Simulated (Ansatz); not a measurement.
## Cost and result for the band gap of CaO

```
CELL_PARAMETERS angstrom
0.00000 2.40356 2.40356
2.40356 0.00000 2.40356
2.40356 2.40356 0.00000
ATOMIC_POSITIONS crystal
Ca 0.00000 0.00000 0.00000
O 0.50000 0.50000 0.50000
```

The cell is a database's computed one, not the measured one.

```tsv
rung	level	program and potentials	cutoff (eV)	k mesh	task	spin	core time	chip	band gap (eV)	notes
GGA	PBE	Ansatz, Ansatz PAW	420	6 × 6 × 6	single point	off	0.65 s	Arm Neoverse V2	(a)	-
GGA	revPBE	Ansatz, Ansatz PAW	420	10 × 10 × 10	band structure	off	2.3 s	Arm Neoverse V1	3.74	potentials made for PBE, which Ansatz adapts in part
GGA	RPBE	Ansatz, Ansatz PAW	420	10 × 10 × 10	band structure	off	2.4 s	Arm Neoverse V1	3.76	potentials made for PBE, which Ansatz adapts in part
LDA	LDA	Ansatz, Ansatz PAW	420	10 × 10 × 10	electrostatic potential	collinear, ferromagnetic start	2.7 s	INTEL XEON PLATINUM 8581C Emerald Rapids	3.49	potentials made for PBE, which Ansatz adapts in part
GGA	PBEsol	Ansatz, Ansatz PAW	420	8 × 8 × 8	elastic constants	off	6.8 s	Arm Neoverse V1	3.56	potentials made for PBE, which Ansatz adapts in part
LDA	LDA	Ansatz, Ansatz PAW	420	10 × 10 × 10	Born charges and dielectric tensor	off	9.3 s	Arm Neoverse V1	3.49	potentials made for PBE, which Ansatz adapts in part
hybrid	B3LYP	Ansatz, Ansatz PAW	420	6 × 6 × 6	density of states	off	14 s	Arm Neoverse V1	5.67	potentials made for PBE, which Ansatz adapts in part
G0W0	G0W0 on PBE	Ansatz, Ansatz PAW	420	6 × 6 × 6	G0W0 quasiparticle levels	off	15 s	AMD EPYC 7R13 Zen 3	5.96	bands, basis or mesh of the many-body step not converged; response cutoff 220 eV, bands 205
```

Times are single runs on shared hosts and different chips, so they are rough; meshes, cutoffs and the tasks' sizes weigh on the time. Gaps are the least found on the k mesh or the band path, and a mesh can miss the band edges. Meshes differ between rows, which moves values too. All levels ran on this one cell, unrelaxed unless noted. Meshes are those of the run's cell of 2 atoms unless a note names another. Runs on faulty files, with rough fits or with known faults for this quantity aren't shown. No row holds spin-orbit coupling.

Task: Estimate the value left out from the other rows.

Result: (a) 3.65 eV.
